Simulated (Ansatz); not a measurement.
Born–Oppenheimer molecular dynamics of a periodic cell of 40 atoms, H4C (contents 8 CH4, density as packed 0.42 g/cm³ with natural masses). It starts from a partly relaxed structure (largest force component 0.27 eV/Å).

Theory: DFT PBE-D3(BJ), scalar-relativistic, plane waves, PAW in Ansatz 0.2.0. Settings: accuracy low, cutoff 420 eV, k mesh 1x1x1, fermi-dirac smearing 0.02 eV, no spin polarisation.

| Property | Result |
| --- | --- |
| ensemble | NVT, Langevin thermostat |
| time step | 0.5 fs |
| steps asked | 230 |
| set temperature | 1000 K |
| friction | 0.02 /fs |
| seed | 754891 |

Frames 0.5 fs apart, positions in Å.

Velocities at 40.0 fs (Å/ps):

```
C 0.84 -0.43 -11.42
H 16.81 -1.20 -24.14
H -17.64 16.80 23.76
H -51.83 50.57 -4.42
H -12.98 3.32 -2.51
C -4.04 -9.49 -4.58
H 33.21 -35.26 -65.33
H 45.30 10.86 4.61
H 7.11 -17.12 -8.10
H -25.18 -47.60 15.21
C 2.76 6.37 -11.01
H 17.37 -13.21 12.97
H 60.57 -32.20 -20.19
H 4.87 30.10 3.08
H 22.13 46.02 -29.92
C -0.91 -15.54 11.75
H -8.01 35.23 26.34
H -11.64 21.09 -23.94
H -21.36 17.53 19.99
H 7.60 39.10 -46.91
C 1.82 -5.27 2.94
H 16.85 -29.23 -2.59
H -9.14 -35.96 -4.09
H 10.60 -40.12 28.86
H -6.03 35.56 63.86
C 11.36 6.55 8.02
H -11.75 50.80 -10.90
H 18.94 -42.88 24.21
H -28.54 -22.38 -48.62
H -6.22 18.34 5.87
C -14.65 -11.82 -9.21
H -15.01 -6.07 -1.87
H -32.66 9.54 15.64
H -5.20 22.72 -23.16
H 42.35 5.58 34.68
C 6.31 -7.70 -3.05
H -25.51 5.75 35.80
H -6.75 -2.65 3.58
H 16.17 -33.60 5.29
H 3.02 -8.24 -7.54
```

```xyz
40
Lattice="7.9581 0.0000 0.0000 0.0000 7.9581 0.0000 0.0000 0.0000 7.9581" Properties=species:S:1:pos:R:3 time_fs=40.0 energy_less_start_eV=1.924 T=880
C 0.078 3.669 1.111
H -0.720 4.287 0.598
H 0.356 2.689 0.625
H -0.108 3.569 2.126
H 0.961 4.468 0.939
C 0.449 -0.504 5.522
H 1.498 -0.038 5.423
H -0.289 0.108 5.049
H 0.348 -0.812 6.502
H 0.503 -1.511 4.895
C 5.415 3.437 6.011
H 5.566 2.966 6.984
H 4.347 3.525 5.854
H 5.799 2.658 5.264
H 5.769 4.512 6.031
C 1.630 0.563 1.225
H 0.831 0.533 0.608
H 1.682 1.491 1.851
H 2.538 0.567 0.549
H 1.567 -0.284 1.939
C 5.426 1.270 2.580
H 6.059 2.016 1.938
H 5.938 1.225 3.524
H 5.524 0.154 2.341
H 4.376 1.613 2.568
C 2.875 5.497 4.370
H 3.060 5.453 5.482
H 3.509 4.768 3.761
H 3.107 6.457 4.101
H 1.789 5.376 4.016
C 1.407 2.451 4.262
H 0.798 1.847 3.608
H 1.411 3.333 3.625
H 2.506 2.210 4.585
H 0.990 2.554 5.312
C 5.200 7.763 7.164
H 4.128 7.668 6.925
H 5.450 6.762 7.428
H 5.141 8.411 8.115
H 5.944 8.171 6.421
40
Lattice="7.9581 0.0000 0.0000 0.0000 7.9581 0.0000 0.0000 0.0000 7.9581" Properties=species:S:1:pos:R:3 time_fs=40.5 energy_less_start_eV=2.014 T=848
C 0.079 3.669 1.105
H -0.710 4.283 0.588
H 0.346 2.700 0.637
H -0.132 3.593 2.126
H 0.954 4.468 0.938
C 0.448 -0.509 5.519
H 1.512 -0.057 5.391
H -0.269 0.115 5.051
H 0.350 -0.820 6.501
H 0.490 -1.531 4.904
C 5.417 3.441 6.005
H 5.576 2.960 6.991
H 4.375 3.508 5.845
H 5.801 2.675 5.268
H 5.783 4.533 6.014
C 1.630 0.555 1.231
H 0.824 0.550 0.619
H 1.675 1.501 1.837
H 2.526 0.574 0.560
H 1.571 -0.264 1.914
C 5.427 1.267 2.581
H 6.068 2.000 1.939
H 5.932 1.209 3.525
H 5.530 0.136 2.354
H 4.374 1.631 2.599
C 2.880 5.500 4.374
H 3.053 5.477 5.475
H 3.517 4.748 3.775
H 3.094 6.450 4.075
H 1.788 5.385 4.020
C 1.401 2.445 4.258
H 0.791 1.844 3.608
H 1.395 3.338 3.633
H 2.502 2.222 4.569
H 1.012 2.557 5.327
C 5.203 7.759 7.163
H 4.115 7.673 6.941
H 5.447 6.759 7.432
H 5.149 8.393 8.115
H 5.944 8.167 6.419
40
Lattice="7.9581 0.0000 0.0000 0.0000 7.9581 0.0000 0.0000 0.0000 7.9581" Properties=species:S:1:pos:R:3 time_fs=41.0 energy_less_start_eV=2.069 T=876
C 0.079 3.670 1.101
H -0.699 4.274 0.581
H 0.334 2.713 0.650
H -0.156 3.617 2.127
H 0.945 4.464 0.937
C 0.446 -0.514 5.516
H 1.520 -0.078 5.359
H -0.252 0.124 5.051
H 0.349 -0.829 6.506
H 0.479 -1.547 4.916
C 5.420 3.444 5.999
H 5.588 2.955 7.000
H 4.399 3.490 5.838
H 5.803 2.697 5.274
H 5.800 4.552 5.996
C 1.630 0.548 1.238
H 0.810 0.566 0.625
H 1.669 1.510 1.819
H 2.511 0.580 0.572
H 1.575 -0.245 1.890
C 5.427 1.264 2.581
H 6.075 1.985 1.944
H 5.925 1.193 3.529
H 5.538 0.121 2.367
H 4.372 1.649 2.630
C 2.886 5.503 4.378
H 3.042 5.498 5.466
H 3.524 4.729 3.789
H 3.084 6.450 4.047
H 1.789 5.394 4.025
C 1.395 2.440 4.253
H 0.786 1.837 3.611
H 1.380 3.344 3.643
H 2.495 2.233 4.547
H 1.035 2.560 5.336
C 5.207 7.755 7.162
H 4.103 7.680 6.952
H 5.445 6.751 7.439
H 5.156 8.375 8.112
H 5.938 8.162 6.421
40
Lattice="7.9581 0.0000 0.0000 0.0000 7.9581 0.0000 0.0000 0.0000 7.9581" Properties=species:S:1:pos:R:3 time_fs=41.5 energy_less_start_eV=2.139 T=881
C 0.080 3.672 1.097
H -0.689 4.264 0.576
H 0.322 2.725 0.664
H -0.180 3.642 2.132
H 0.933 4.456 0.937
C 0.445 -0.521 5.513
H 1.525 -0.102 5.327
H -0.236 0.134 5.052
H 0.345 -0.839 6.518
H 0.466 -1.561 4.931
C 5.423 3.448 5.993
H 5.601 2.950 7.009
H 4.419 3.474 5.832
H 5.809 2.721 5.278
H 5.815 4.566 5.979
C 1.631 0.540 1.244
H 0.792 0.578 0.627
H 1.663 1.517 1.801
H 2.494 0.582 0.585
H 1.579 -0.232 1.872
C 5.426 1.261 2.582
H 6.077 1.969 1.950
H 5.918 1.176 3.534
H 5.545 0.109 2.379
H 4.372 1.667 2.663
C 2.891 5.505 4.381
H 3.030 5.516 5.456
H 3.529 4.713 3.805
H 3.077 6.459 4.014
H 1.795 5.403 4.032
C 1.390 2.436 4.250
H 0.783 1.827 3.613
H 1.367 3.352 3.655
H 2.487 2.243 4.521
H 1.061 2.564 5.340
C 5.210 7.751 7.160
H 4.091 7.686 6.964
H 5.442 6.738 7.446
H 5.164 8.356 8.108
H 5.929 8.157 6.424
40
Lattice="7.9581 0.0000 0.0000 0.0000 7.9581 0.0000 0.0000 0.0000 7.9581" Properties=species:S:1:pos:R:3 time_fs=42.0 energy_less_start_eV=2.200 T=870
C 0.082 3.675 1.093
H -0.679 4.252 0.570
H 0.309 2.734 0.681
H -0.201 3.670 2.140
H 0.919 4.443 0.938
C 0.445 -0.528 5.510
H 1.526 -0.127 5.295
H -0.223 0.146 5.051
H 0.340 -0.848 6.531
H 0.451 -1.573 4.949
C 5.427 3.451 5.987
H 5.611 2.947 7.018
H 4.431 3.457 5.826
H 5.819 2.745 5.282
H 5.830 4.576 5.962
C 1.632 0.533 1.250
H 0.771 0.588 0.626
H 1.655 1.521 1.785
H 2.480 0.582 0.597
H 1.584 -0.227 1.862
C 5.426 1.258 2.583
H 6.078 1.950 1.960
H 5.910 1.159 3.543
H 5.550 0.103 2.389
H 4.374 1.683 2.696
C 2.897 5.508 4.384
H 3.021 5.535 5.448
H 3.532 4.699 3.824
H 3.073 6.477 3.977
H 1.805 5.412 4.039
C 1.385 2.431 4.248
H 0.780 1.815 3.615
H 1.356 3.364 3.667
H 2.478 2.250 4.494
H 1.087 2.569 5.341
C 5.213 7.747 7.158
H 4.080 7.690 6.974
H 5.438 6.727 7.454
H 5.172 8.336 8.106
H 5.921 8.150 6.426
```

Of the whole run (115 fs, mean temperature of the second half 856 K): The mean temperature of the second half is 14 % below the set value. A run of 0.12 ps of so small a system gives no equilibrium averages. Limits of this set-up: coarse k mesh, low accuracy level.

Run time: 7 min on 1 thread of Arm Neoverse V2, on a shared host, peak memory 0.45 GiB.
